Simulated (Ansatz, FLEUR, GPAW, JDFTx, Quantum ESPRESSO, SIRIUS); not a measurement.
## Cost and result for the net moment per atom of NiO

Symmetry: Fm-3m, No. 225, cubic system. Conventional cell: a = 4.172 Å, b = 4.172 Å, c = 4.172 Å, α = 90.00°, β = 90.00°, γ = 90.00°. Around Ni (site symmetry m-3m) lie 6 O at 2.09 Å. O (site symmetry m-3m) is surrounded by 6 Ni at 2.09 Å.

```tsv
rung	level	program and potentials	cutoff (eV)	k mesh	smearing	task	core time	chip	net moment per atom (μB)	notes
GGA	PBE	Ansatz, SPMS NC	1034	11 × 11 × 11	fermi-dirac 0.05	band structure	22 s	Arm Neoverse V2	0.81	12 valence electrons an atom on average
GGA	PBE	Ansatz, PseudoDojo stringent (PBE files)	1415	11 × 11 × 11	fermi-dirac 0.05	band structure	26 s	Arm Neoverse V2	0.91	12 valence electrons an atom on average
GGA	PBE	Ansatz, PseudoDojo standard (PBE files)	1333	11 × 11 × 11	fermi-dirac 0.05	band structure	27 s	Arm Neoverse V2	0.92	12 valence electrons an atom on average
GGA	RPBE	Ansatz, all-electron LAPW, scalar-relativistic	-	11 × 11 × 11	gaussian 0.1	single point	30 s	Arm Neoverse V1	0.93	-
GGA + U (4 eV)	PBEsol+U (Ni d U = 4 eV)	FLEUR, all-electron, FLAPW	-	9 × 9 × 9	fermi-dirac 0.05	single point	31 s	Arm Neoverse V2	1.00	-
GGA	PBE	GPAW, GPAW PAW data sets (gpaw-data 1.2.1), other valence	800	8 × 8 × 8	fermi-dirac 0.05	band structure	34 s	Intel Xeon 6975P-C Granite Rapids	0.90	8 valence electrons an atom on average
GGA	PBEsol	Ansatz, all-electron LAPW, scalar-relativistic	-	11 × 11 × 11	fermi-dirac 0.05	band structure	36 s	Arm Neoverse V1	0.74	-
GGA + U (2 eV)	PBEsol+U (Ni d U = 2 eV)	FLEUR, all-electron, FLAPW	-	9 × 9 × 9	fermi-dirac 0.05	single point	36 s	Arm Neoverse V2	1.00	-
GGA	PBE	Ansatz, JTH PAW	2400	11 × 11 × 11	fermi-dirac 0.05	band structure	37 s	Arm Neoverse V2	0.87	12 valence electrons an atom on average
GGA + U (8 eV)	PBE+U (Ni d U = 8.0 eV)	Quantum ESPRESSO, GBRV 1.5 PBE	612	6 × 6 × 6	fermi-dirac 0.05	Hubbard U by linear response	73 s	Intel Xeon 6975P-C Granite Rapids	1.00	coarse mesh; 12 valence electrons an atom on average
GGA	PBEsol	SIRIUS, all-electron FP-LAPW, apw+lo standard	-	11 × 11 × 11	fermi-dirac 0.05	single point	78 s	AMD EPYC 9R45 Zen 5	0.67	-
meta-GGA + U (2 eV)	r2SCAN+U (Ni d U = 2 eV)	GPAW, GPAW PAW data sets (gpaw-data 1.2.1)	800	8 × 8 × 8	fermi-dirac 0.05	band structure	3.1 min	Arm Neoverse V1	1.00	potentials made for PBE; 11 valence electrons an atom on average; this data set often lies off other programs
meta-GGA + U (8 eV)	r2SCAN+U (Ni d U = 8 eV)	GPAW, GPAW PAW data sets (gpaw-data 1.2.1)	800	8 × 8 × 8	fermi-dirac 0.05	band structure	3.1 min	Arm Neoverse V1	1.00	potentials made for PBE; 11 valence electrons an atom on average; this data set often lies off other programs
meta-GGA + U (1 eV)	r2SCAN+U (Ni d U = 1 eV)	GPAW, GPAW PAW data sets (gpaw-data 1.2.1)	800	8 × 8 × 8	fermi-dirac 0.05	band structure	3.2 min	Arm Neoverse V1	1.00	potentials made for PBE; 11 valence electrons an atom on average; this data set often lies off other programs
meta-GGA + U (4 eV)	r2SCAN+U (Ni d U = 4 eV)	GPAW, GPAW PAW data sets (gpaw-data 1.2.1)	800	8 × 8 × 8	fermi-dirac 0.05	band structure	3.5 min	Arm Neoverse V1	1.00	potentials made for PBE; 11 valence electrons an atom on average; this data set often lies off other programs
GGA	PBE	SIRIUS, all-electron FP-LAPW, apw+lo standard	-	11 × 11 × 11	fermi-dirac 0.05	band structure	3.8 min	Arm Neoverse V1	0.84	-
GGA	PBE	SIRIUS, all-electron FP-LAPW (ZORA valence), apw+lo standard	-	11 × 11 × 11	fermi-dirac 0.05	band structure	3.9 min	Arm Neoverse V1	0.84	-
GGA	PBEsol	JDFTx, PseudoDojo-SR-PBEsol-0.4.1-standard with smoothed tails	1333	11 × 11 × 11	fermi-dirac 0.05	single point	5 min	Arm Neoverse V1	0.77	12 valence electrons an atom on average
```

Times are single runs on shared hosts and different chips, so they are rough; meshes, cutoffs and the tasks' sizes weigh on the time. All rows: collinear spin, ferromagnetic start. Smearing widths are in eV. The cell comes from a database and isn't always the measured one. For a metal such meshes aren't converged. Meshes differ between rows, which moves values too. Meshes are those of the run's cell of 2 atoms unless a note names another. A magnetic state is the one that its parallel start led to; the crystal's real order can differ. Runs on faulty files, with rough fits or with known faults for this quantity aren't shown. No row holds spin-orbit coupling.

By rung: GGA 0.67 to 0.93; GGA + U (4 eV) 1.00; GGA + U (2 eV) 1.00; meta-GGA + U (2 eV) 1.00; meta-GGA + U (8 eV) 1.00; meta-GGA + U (1 eV) 1.00; meta-GGA + U (4 eV) 1.00; GGA + U (8 eV) on coarse meshes 1.00 (μB).
